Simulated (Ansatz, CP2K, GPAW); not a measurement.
## Ba: programs and potentials compared

```
Ba
1.0
     4.31161    0.00000    0.00000
    -2.15581    3.73397    0.00000
     0.00000    0.00000    3.91341
Ba
1
Direct
  0.00000 0.00000 0.00000
```

This isn't the form of Ba at room conditions, which is bcc.

Alike in all runs: task single point; functional LDA; k mesh 7 × 7 × 7; occupations gaussian, width 0.02 eV; no spin polarisation; no spin-orbit coupling. LDA stands for any of its common fits. Pressure is positive in compression and, in plane waves, holds the error of the finite cutoff.

```tsv
program and potentials	plane-wave cutoff (eV)	notes	pressure (GPa)
Ansatz, all-electron LAPW, scalar-relativistic	-	-	-1.47
CP2K, GTH_POTENTIALS Ba GTH-PADE-q10; TZVP-MOLOPT-PBE-GTH basis	-	atomic basis	-1.38
GPAW, the program's PAW data sets (release 1.2.1) made for this functional	600	-	?
```

Task: Estimate from the other rows what the run with GPAW, the program's PAW data sets (release 1.2.1) made for this functional gave.

Result: Pressure -1.41 GPa. The other rows, which needn't bracket it: pressure -1.47 to -1.38.
